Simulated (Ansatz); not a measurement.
**W2CF2 MXene monolayer in a perpendicular field**

Wanted: the out-of-plane response of the W2CF2 MXene monolayer. A positive field points along +c.

Program: Ansatz 0.2.0. Level of theory: plane-wave DFT, PBE-D3(BJ), Ansatz PAW (set soft_1); PAW set soft_1, in the first sound run; inputs show where later runs differ. Results are calculated unless marked as measured.

## Step 1: Starting point

The cell holds 5 atoms: 2 F, 2 W and 1 C. Its edges and angles: a = 3.125 Å, b = 3.125 Å, c = 39.618 Å, α = 90.0°, β = 90.0°, γ = 120.0°. Vacuum lies along c.

## Step 2: Relaxation

The starting cell is a guess, so the in-plane lattice and the atoms are relaxed first, with the slab cut off from its images along the normal.

Input file input.yaml:

```yaml
crystal:
  lattice:
    - [3.125408, 0.0, 0.0]
    - [-1.562704, 2.7066827252, 0.0]
    - [0.0, 0.0, 39.6175949265]
  atoms:
    - { symbol: F, position: [0.3333333333, 0.6666666667, 0.4455091237] }
    - { symbol: W, position: [0.6666666667, 0.3333333333, 0.4688723475] }
    - { symbol: C, position: [0.0, 0.0, 0.5] }
    - { symbol: W, position: [0.3333333333, 0.6666666667, 0.5311276525] }
    - { symbol: F, position: [0.6666666667, 0.3333333333, 0.5544908763] }
  periodic: [true, true, false]
kpoints:
  mp_grid: { grid: [12, 12, 1] }
hamiltonian:
  xc: pbe
  dispersion: d3bj
  pseudopotentials: { kind: paw, azcp: { folder: soft_1 } }
scf:
  occupations: { method: fermi_dirac, width: 0.05 }
  convergence: { dr2_threshold: 1.0e-09 }
relax:
  f_tol: 0.004
  max_steps: 90
  cell: {}
output:
  write_potential: true
  write_density: true
  volumetric_format: npy
```

On the command line:

```
> ansatz run input.yaml --threads 4 --pin off --max-ram 6144MiB --backend cpu --events-out ev --progress --plain --runs-dir out
```

Numbers of over 12 decimals in the logs are rounded to 6 here.

Log:

```text
Warning: relax.cell: scf.convergence.dr2_threshold = 1e-9 eV is looser than the 2.43910143553e-10 eV advised for a relaxation that steers and ends on the stress (1e-10 eV for each atom of the cell: 5, times the square of relax.cell.stress_2d_tol = 0.05 N/m over 14.3 Å (the atoms' height at the walk's start and 5 Å past either face), 3.492e-2 GPa, over a crystal's default 0.05). What an SCF threshold leaves in a stress goes as its square root, and in the free energy as the threshold itself, and one threshold admits the most on a small cell: [figures from the program's tests cut] Set scf.convergence.dr2_threshold to 2.43910143553e-10 eV or tighter. [rest of the remark cut]
Engine: ansatz 0.2.0, aarch64-unknown-linux-gnu
Pseudopotentials: kind: paw
Pseudopotential: F, paw, valence charge 7, recommended cutoff 420 eV (normal), soft_1/F.paw.azcp
Pseudopotential: W, paw, valence charge 14, recommended cutoff 420 eV (normal), soft_1/W.paw.azcp
Pseudopotential: C, paw, valence charge 4, recommended cutoff 420 eV (normal), soft_1/C.paw.azcp
Functional definition: PBE
  parameter kappa = 0.804
  parameter beta = 0.066725
  exchange = pbe_x(kappa = kappa, mu = beta*pi^2/3)
  correlation = pbe_c(beta = beta)
Crystal: 5 atoms, lattice volume = 335.145 Å³
Basis set: ecut = 420 eV, 6481 PW (Γ), exchange–correlation on 48×48×540 points (8 copies of the dense FFT grid, shifted against one another)
Bands: 28, of which v1, the nominal top of the filled ones, is band 23 counted from 1 (22 counted from 0)
Symmetry: 12 space group operations
Space group: P-3m1 (ITA 164), of the structure as read, at distance tolerance 6.9e-5 Å
k-points: 19 of 144
Non-local potential: F, projectors of the file, l = 0: 2, l = 1: 2, l = 2: 1
Non-local potential: W, projectors of the file, l = 0: 3, l = 1: 2, l = 2: 2, l = 3: 1
Non-local potential: C, projectors of the file, l = 0: 2, l = 1: 2, l = 2: 1
PAW form: soft (Blöchl's): semilocal exchange-correlation on the pseudo side does not see the compensation charge
PAW one-centre angular grid: F, 110 points (default); XC on 64 Gauss nodes
PAW one-centre angular grid: W, 590 points (default); XC on 64 Gauss nodes
PAW one-centre angular grid: C, 110 points (default); XC on 64 Gauss nodes
Initial density: superposition of atomic densities (neutral atoms: chi_scale 0, normalization atom)
Initial wavefunctions: pseudopotential atomic-orbital guess
Functional: x = pbe(κ = 0.804, μ = 0.219515), c = pbe(β = 0.066725)
SCF iter   1: F=—  HF=-22638.762307 eV  |F-HF|=—  |Δ(HF+E_count)|=         —  Δρ=5.17e-2  dr2=1.80e1  ethr=3.10e-3  ⟨swp⟩=14.2  Hψ=4060  notcnv=0
preconditioner: auto → LDOS  [metal: Δε(μ)=0.026 eV  Ē_g=9.585 eV  σ=0.050 eV  W_gap=0.13  n_scr=24 (ndim 8)  ℏωp=10.3 eV  f_vac=0.808  D(μ)=6.19/eV (n_scr^D=22)  β→1.0]
SCF iter   2: F=—  HF=-22634.974138 eV  |F-HF|=—  |Δ(HF+E_count)|=    3.79e0  Δρ=2.20e-2  dr2=1.04e0  ethr=3.10e-3  ⟨swp⟩=5.1  Hψ=1770  notcnv=0
SCF iter   3: F=—  HF=-22634.921825 eV  |F-HF|=—  |Δ(HF+E_count)|=   5.23e-2  Δρ=1.12e-2  dr2=4.95e-1  ethr=2.26e-3  ⟨swp⟩=4.2  Hψ=1520  notcnv=0
SCF iter   4: F=—  HF=-22634.805216 eV  |F-HF|=—  |Δ(HF+E_count)|=   1.17e-1  Δρ=4.33e-3  dr2=7.70e-2  ethr=1.08e-3  ⟨swp⟩=3.7  Hψ=1174  notcnv=0
SCF iter   5: F=—  HF=-22634.788384 eV  |F-HF|=—  |Δ(HF+E_count)|=   1.68e-2  Δρ=8.52e-4  dr2=4.09e-3  ethr=1.67e-4  ⟨swp⟩=3.8  Hψ=1298  notcnv=0
SCF iter   6: F=—  HF=-22634.787769 eV  |F-HF|=—  |Δ(HF+E_count)|=   6.15e-4  Δρ=1.64e-4  dr2=3.97e-4  ethr=8.89e-6  ⟨swp⟩=3.5  Hψ=1117  notcnv=0
SCF iter   7: F=—  HF=-22634.787740 eV  |F-HF|=—  |Δ(HF+E_count)|=   2.87e-5  Δρ=1.06e-4  dr2=6.79e-5  ethr=8.62e-7  ⟨swp⟩=3.4  Hψ=1055  notcnv=0
SCF iter   8: F=—  HF=-22634.787754 eV  |F-HF|=—  |Δ(HF+E_count)|=   1.40e-5  Δρ=4.57e-5  dr2=8.82e-6  ethr=1.48e-7  ⟨swp⟩=3.6  Hψ=1066  notcnv=0
SCF iter   9: F=—  HF=-22634.787765 eV  |F-HF|=—  |Δ(HF+E_count)|=   1.11e-5  Δρ=1.24e-5  dr2=4.66e-7  ethr=1.92e-8  ⟨swp⟩=3.9  Hψ=1267  notcnv=0
SCF iter  10: F=—  HF=-22634.787649 eV  |F-HF|=—  |Δ(HF+E_count)|=   1.16e-4  Δρ=4.21e-6  dr2=3.46e-8  ethr=1.01e-9  ⟨swp⟩=3.4  Hψ=1180  notcnv=0
SCF iter  11: F=—  HF=-22634.787649 eV  |F-HF|=—  |Δ(HF+E_count)|=   4.93e-8  Δρ=5.45e-7  dr2=2.63e-9  ethr=7.52e-11  ⟨swp⟩=4.1  Hψ=1359  notcnv=0
SCF iter  12: F=-22634.787649 eV  HF=-22634.787649 eV  |F-HF|=1.87e-9  |Δ(HF+E_count)|=   1.16e-8  Δρ=1.69e-7  dr2=1.21e-10  ethr=2.17e-12  ⟨swp⟩=13.6  Hψ=4724  notcnv=0
SCF 1 converged in 12 iterations: F = -22634.787649 eV  dr2 = 1.21e-10
  greatest PAW one-centre occupation: 0.999 electrons in one spin orbital (limit 2), on the W atom at site 3 (counted from 0), in its partial waves of l = 0
relax step   1: F+E_penalty+E_count = -22634.78764947 eV  Δ(F+E_penalty+E_count) = +0.000e0 eV  max|allowed force component| = 7.480e0 eV/Å  Δτ_max = 0.0000 Å  P = +18.721 N/m  Ω = 335.145 Å³  fix = [c, alpha, beta]  reactions: c +0.000 N/m  (12 SCF iters, accepted)
Crystal: 5 atoms, lattice volume = 339.567 Å³
Basis set: ecut = 420 eV, 6565 PW (Γ), exchange–correlation on 48×48×540 points (8 copies of the dense FFT grid, shifted against one another)
Initial density: handed on by an earlier stage of this run
Initial wavefunctions: those handed on with the density
iter 1 solved again at ethr=1.35e-3 eV; its pass at ethr=3.10e-3 eV (dr2=6.19e-1 eV) is discarded
SCF iter   1: F=—  HF=-22638.107744 eV  |F-HF|=—  |Δ(HF+E_count)|=         —  Δρ=1.56e-2  dr2=6.21e-1  ethr=1.35e-3  ⟨swp⟩=1.6  Hψ=4284  notcnv=0
preconditioner: auto → LDOS  [metal: Δε(μ)=0.054 eV  Ē_g=8.573 eV  σ=0.050 eV  W_gap=0.25  n_scr=24 (ndim 8)  ℏωp=10.3 eV  f_vac=0.817  D(μ)=4.16/eV (n_scr^D=18)  β→1.0]
SCF iter   2: F=—  HF=-22637.947982 eV  |F-HF|=—  |Δ(HF+E_count)|=   1.60e-1  Δρ=3.98e-3  dr2=4.18e-2  ethr=1.35e-3  ⟨swp⟩=3.2  Hψ=1105  notcnv=0
SCF iter   3: F=—  HF=-22637.952456 eV  |F-HF|=—  |Δ(HF+E_count)|=   4.47e-3  Δρ=1.85e-3  dr2=1.05e-2  ethr=9.08e-5  ⟨swp⟩=3.4  Hψ=1488  notcnv=0
SCF iter   4: F=—  HF=-22637.949881 eV  |F-HF|=—  |Δ(HF+E_count)|=   2.57e-3  Δρ=4.23e-4  dr2=7.54e-4  ethr=2.28e-5  ⟨swp⟩=3.6  Hψ=1357  notcnv=0
SCF iter   5: F=—  HF=-22637.949963 eV  |F-HF|=—  |Δ(HF+E_count)|=   8.27e-5  Δρ=1.54e-4  dr2=1.08e-4  ethr=1.64e-6  ⟨swp⟩=4.2  Hψ=1265  notcnv=0
SCF iter   6: F=—  HF=-22637.949961 eV  |F-HF|=—  |Δ(HF+E_count)|=   2.05e-6  Δρ=4.05e-5  dr2=9.07e-6  ethr=2.35e-7  ⟨swp⟩=3.5  Hψ=1180  notcnv=0
SCF iter   7: F=—  HF=-22637.949960 eV  |F-HF|=—  |Δ(HF+E_count)|=   1.18e-6  Δρ=1.14e-5  dr2=8.32e-7  ethr=1.97e-8  ⟨swp⟩=3.4  Hψ=1188  notcnv=0
[...]
[... from here on, the SCF cycles and remarks between the steps are left out ...]
relax step   4: F+E_penalty+E_count = -22638.76127233 eV  Δ(F+E_penalty+E_count) = -6.735e-1 eV  max|allowed force component| = 6.688e-1 eV/Å  Δτ_max = 0.0905 Å  P = +4.466 N/m  Ω = 359.468 Å³  energy of the carried Pulay correction = -7.853e-3 eV  fix = [c, alpha, beta]  reactions: c +0.000 N/m  (9 SCF iters, accepted)
relax step   5: F+E_penalty+E_count = -22638.80662067 eV  Δ(F+E_penalty+E_count) = -4.535e-2 eV  max|allowed force component| = 8.819e-2 eV/Å  Δτ_max = 0.0351 Å  P = +0.610 N/m  Ω = 369.435 Å³  energy of the carried Pulay correction = -1.091e-2 eV  fix = [c, alpha, beta]  reactions: c +0.000 N/m  (8 SCF iters, accepted)
relax step   6: F+E_penalty+E_count = -22638.80731360 eV  Δ(F+E_penalty+E_count) = -6.929e-4 eV  max|allowed force component| = 4.947e-2 eV/Å  Δτ_max = 0.0036 Å  P = +0.211 N/m  Ω = 370.020 Å³  energy of the carried Pulay correction = -1.109e-2 eV  fix = [c, alpha, beta]  reactions: c +0.000 N/m  (7 SCF iters, accepted)
relax step   7: F+E_penalty+E_count = -22638.80762341 eV  Δ(F+E_penalty+E_count) = -3.098e-4 eV  max|allowed force component| = 6.078e-3 eV/Å  Δτ_max = 0.0074 Å  P = +0.019 N/m  Ω = 370.043 Å³  energy of the carried Pulay correction = -1.110e-2 eV  fix = [c, alpha, beta]  reactions: c +0.000 N/m  (7 SCF iters, accepted)
relax step   8: F+E_penalty+E_count = -22638.80760549 eV  Δ(F+E_penalty+E_count) = +1.792e-5 eV  max|allowed force component| = 2.848e-4 eV/Å  Δτ_max = 0.0011 Å  P = +0.001 N/m  Ω = 370.128 Å³  energy of the carried Pulay correction = -1.112e-2 eV  fix = [c, alpha, beta]  reactions: c +0.000 N/m  (5 SCF iters, accepted)
relax step   9: F+E_penalty+E_count = -22638.83351094 eV  Δ(F+E_penalty+E_count) = -2.591e-2 eV  max|allowed force component| = 1.343e-3 eV/Å  Δτ_max = 0.0000 Å  P = +0.585 N/m  Ω = 370.128 Å³  fix = [c, alpha, beta]  reactions: c +0.000 N/m  stress off target by 5.85e-1 N/m on what of the cell is left free  SCF on the basis re-selected at this cell (its energy is not comparable with the rows above)  (7 SCF iters)
relax step  10: F+E_penalty+E_count = -22638.83371392 eV  Δ(F+E_penalty+E_count) = -2.030e-4 eV  max|allowed force component| = 5.507e-4 eV/Å  Δτ_max = 0.0033 Å  P = +0.052 N/m  Ω = 371.370 Å³  energy of the carried Pulay correction = -4.190e-4 eV  fix = [c, alpha, beta]  reactions: c +0.000 N/m  (7 SCF iters, accepted)
relax step  11: F+E_penalty+E_count = -22638.83367828 eV  Δ(F+E_penalty+E_count) = +3.564e-5 eV  max|allowed force component| = 1.247e-4 eV/Å  Δτ_max = 0.0004 Å  P = +0.001 N/m  Ω = 371.488 Å³  energy of the carried Pulay correction = -4.596e-4 eV  fix = [c, alpha, beta]  reactions: c +0.000 N/m  (5 SCF iters, accepted)
iter 1 solved again at ethr=1.07e-7 eV; its pass at ethr=3.10e-3 eV (dr2=4.94e-5 eV) is discarded
SCF iter   1: F=—  HF=-22638.834221 eV  |F-HF|=—  |Δ(HF+E_count)|=         —  Δρ=1.17e-5  dr2=5.91e-8  ethr=1.07e-7  ⟨swp⟩=7.2  Hψ=6886  notcnv=0
SCF iter   2: F=—  HF=-22638.834124 eV  |F-HF|=—  |Δ(HF+E_count)|=   9.71e-5  Δρ=4.80e-6  dr2=4.54e-8  ethr=1.28e-10  ⟨swp⟩=4.7  Hψ=1735  notcnv=0
SCF iter   3: F=—  HF=-22638.834123 eV  |F-HF|=—  |Δ(HF+E_count)|=   9.46e-7  Δρ=2.84e-6  dr2=2.05e-8  ethr=9.87e-11  ⟨swp⟩=3.2  Hψ=1019  notcnv=0
SCF iter   4: F=—  HF=-22638.834124 eV  |F-HF|=—  |Δ(HF+E_count)|=   7.42e-7  Δρ=1.06e-6  dr2=2.71e-9  ethr=4.45e-11  ⟨swp⟩=2.9  Hψ=879  notcnv=0
SCF iter   5: F=-22638.834124 eV  HF=-22638.834124 eV  |F-HF|=5.18e-8  |Δ(HF+E_count)|=   1.43e-7  Δρ=1.41e-7  dr2=5.72e-11  ethr=2.17e-12  ⟨swp⟩=16.8  Hψ=4929  notcnv=0
SCF 12 converged in 5 iterations: F = -22638.834124 eV  dr2 = 5.72e-11
relax step  12: F+E_penalty+E_count = -22638.83412397 eV  Δ(F+E_penalty+E_count) = -4.457e-4 eV  max|allowed force component| = 1.470e-4 eV/Å  Δτ_max = 0.0000 Å  P = +0.005 N/m  Ω = 371.488 Å³  fix = [c, alpha, beta]  reactions: c +0.000 N/m  stress off target by 4.76e-3 N/m on what of the cell is left free  SCF on the basis re-selected at this cell (its energy is not comparable with the rows above)  (5 SCF iters)
basis re-selected at this cell: Δ(F+E_penalty+E_count) = -4.457e-4 eV, ΔP = +0.003 N/m vs the last step (what re-selecting the basis moved, of the pressure what is left beyond the Pulay correction that the steps carried, after the strain that the cell walked since its last selection, with what the two solves' SCF thresholds leave and, on support functions, any second-order correction that the steps lacked; it is no m [...]
WARN: The output density's exchange-correlation potential varies sharply where the density is thin. Do not read a vacuum level from v_tot or v_xc, or from such a field of the output density. On a cell that repeats whose density bears no net charge and no dipole along the vacuum's axis use v_es (v_loc + v_h of the components); under efield.dipole_correction with no amplitude use v_es + v_field, which holds any externa [...]
SCF converged after 5 iterations
Free energy (F): -22638.834124 eV
Harris-Foulkes:  -22638.834124 eV  (|F-HF|=5.18e-8)
Internal energy: -22638.827068 eV  (E = F + TS)
E sigma→0 (E₀):  -22638.830596 eV
Entropy (-TS):   -0.007056 eV (-1.411 meV/atom)
Fermi energy:    -4.311291 eV
--- Per-component energies (eV) ---
  E_band       = -1239.815936
  E_kinetic    = 1330.332373
  E_local      = -169109.530297  (includes V_loc(G=0)·N_el)
  E_nonlocal   = 148.007497
  E_hartree    = 83792.817797
  E_xc         = -735.971196
  E_vxc        = -717.640747  (∫ρ·V_xc dr)
  E_paw        = -17664.830762  (= ΣΔE_a)
  E_vpaw       = -476.622195  (= ΣTr[D̂ρ^β])
  E_aug_tail   = 0.001724  (compensation charges beyond the density's cutoff)
  E_ewald      = 79601.331017
  E_disp       = -0.985220  (pairwise vdW)
  E_smearing   = -0.007056  (= −TS)
  E_closure    = 0.000000  (closes the sum)
  Σ components = -22638.834124   (vs F -22638.834124, Δ=0.00e0)
--- Forces (eV/Å), atoms counted from 1 ---
  atom   1  F      0.00000000    -0.00000000    -0.00013096
  atom   2  W      0.00000000     0.00000000     0.00014705
  atom   3  C      0.00000000     0.00000000     0.00000000
  atom   4  W      0.00000000    -0.00000000    -0.00014705
  atom   5  F     -0.00000000     0.00000000     0.00013096
  max |Σ_I F_I| component: 2.08e-17 eV/Å
--- 2D stress c σ (N/m, compression-positive) ---
        0.004756       0.000000       0.000000
        0.000000       0.004756      -0.000000
        0.000000      -0.000000       0.000000
  P = ½ c Tr σ = 0.0048 N/m
--- Band table (eV; the first three rows and the last of 19) ---
  k-point 0: bands = [... 19 lower, -9.7298, -7.7318, -7.7318, -4.8220, -4.4817, -3.4076, -3.4076, -2.4905, ... 1 higher]
  k-point 1: bands = [... 19 lower, -9.7030, -7.7913, -7.5841, -4.7719, -4.1930, -3.5888, -3.4073, -2.9304, ... 1 higher]
  k-point 2: bands = [... 19 lower, -9.6551, -7.9438, -7.1934, -4.8391, -3.9649, -3.3798, -3.3205, -3.2295, ... 1 higher]
  k-point 18: bands = [... 19 lower, -9.2737, -6.6259, -6.3966, -6.3966, -3.1485, -3.1485, -2.0393, -1.4547, ... 1 higher]
  the weakly bound empty levels are not read free of the cell's end (no_gap_told)
--- Relaxed structure (10 steps of the walk, 10 accepted, 2 SCFs on fresh bases) ---
  F+E_penalty+E_count = -22638.83412397 eV   max|allowed force component| = 1.470e-4 eV/Å   (the final SCF, on the basis selected at the relaxed cell)
  cell:  # Å, volume = 371.4883 Å³
    - [3.290510, 0.0, 0]
    - [-1.645255, 2.849665, 0]
    - [0, 0, 39.6175949265]
  atoms:
    - { symbol: F, position: [0.333333, 0.666667, 0.442403] }
    - { symbol: W, position: [0.666667, 0.333333, 0.476609] }
    - { symbol: C, position: [0, 0, 0.5] }
    - { symbol: W, position: [0.333333, 0.666667, 0.523391] }
    - { symbol: F, position: [0.666667, 0.333333, 0.557597] }
```

The job ended after 47 s (4 threads of Arm Neoverse V1, shared host; peak memory 0.76 GiB).

Relaxation path:

```csv
step,energy less that of the first step (eV),largest force component (eV/Å),volume (Å³)
1,0.0000,7.4800,335.14
2,-3.1622,4.3979,339.57
3,-3.3001,5.6961,345.76
4,-3.9736,0.6688,359.47
5,-4.0190,0.0882,369.44
6,-4.0197,0.0495,370.02
7,-4.0200,0.0061,370.04
8,-4.0200,0.0003,370.13
9*,-4.0459,0.0013,370.13
10,-4.0461,0.0006,371.37
11,-4.0460,0.0001,371.49
12*,-4.0465,0.0001,371.49
```

Relaxation steps marked * repeat the geometry before them on a plane-wave basis chosen anew for their cell, so energy and pressure can jump there.

Forces are held to the 12 operations that the run works with; a distortion that breaks them can't arise in this run.

```csv
cell as run,before,after,change
a (Å),3.125,3.291,+5.3 %
b (Å),3.125,3.291,+5.3 %
```

The atoms that moved most (Å, along periodic axes as changes of fractional coordinates times the final cell, across vacuum about the mean position):

```csv
atom,dx,dy,dz,length
W2,0.000,0.000,0.307,0.307
W4,0.000,0.000,-0.307,0.307
F5,0.000,0.000,0.123,0.123
F1,0.000,0.000,-0.123,0.123
```

Final coordinates:

```cif
data_structure
_symmetry_space_group_name_H-M 'P 1'
_symmetry_Int_Tables_number 1
_cell_length_a 3.2905
_cell_length_b 3.2905
_cell_length_c 39.6176
_cell_angle_alpha 90.000
_cell_angle_beta 90.000
_cell_angle_gamma 120.000
_cell_volume 371.49
loop_
_atom_site_label
_atom_site_type_symbol
_atom_site_fract_x
_atom_site_fract_y
_atom_site_fract_z
_atom_site_occupancy
F1 F 0.33333 0.66667 0.44240 1
W2 W 0.66667 0.33333 0.47661 1
C3 C 0.00000 0.00000 0.50000 1
W4 W 0.33333 0.66667 0.52339 1
F5 F 0.66667 0.33333 0.55760 1
```

This step gave:

| Item | Value |
| --- | --- |
| energy at zero smearing | -22638.8306 eV |

The lattice constant a goes from 3.125 to 3.291 Å.

[end of part 1 of 4]

[Logs are printed without paths, hosts, clocks, repeated set-up lines and the standing remarks that a program may print on its own settings, such as how far it seeks lower states.]

[Hosts, paths, dates, database ids (printed as entryN), source tags and the programs' standing remarks are cut or masked in the printed files.]

[Maps of the electrostatic potential energy from Ansatz leave out the sawtooth potential of an applied field or a dipole correction, so their vacuum need not be flat; planar profiles and work functions include it.]
